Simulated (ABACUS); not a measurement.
Crystal: Ge.

```
Ge
1.0
    -2.82891    0.00000    2.82891
     0.00000    2.82891    2.82891
    -2.82891    2.82891    0.00000
Ge
2
Direct
  0.25000 0.25000 0.25000
  0.50000 0.50000 0.50000
```

* Program: ABACUS 3.10.1
* Task: relaxation of cell and atoms
* Functional: RPBE
* Potentials or basis: PseudoDojo NC SR 0.4.1 PBE standard
* Cutoff: 1075 eV
* Density cutoff: 4299 eV
* Basis: plane waves
* k mesh: 6 × 6 × 6
* Occupations: fermi-dirac, width 0.05 eV
* Spin: no spin polarisation

At the start: pressure 6.1 GPa; volume 22.64 Å³/atom.

**Question.** How do energy, volume and symmetry change on relaxing?

**Answer.** Over 3 steps the energy falls by 38.7 meV/atom and the volume is 24.78 Å³/atom (+9.4 %); space group Fd-3m (No. 227, to 0.05 Å).

The path:
```
step  energy change (eV)  largest force (eV/Å)  pressure (GPa)  volume (Å³)
   1              0.0000                0.0000            6.10        45.28
   2             -0.0653                0.0000           -2.08        51.39
   3             -0.0774                0.0000            0.01        49.56
```

Final structure:
```
CELL_PARAMETERS angstrom
-2.91535 0.00000 2.91535
0.00000 2.91535 2.91535
-2.91535 2.91535 0.00000
ATOMIC_POSITIONS crystal
Ge 0.25000 0.25000 0.25000
Ge 0.50000 0.50000 0.50000
```

Caveat: the potentials were made for another functional, which shifts forces and pressure.
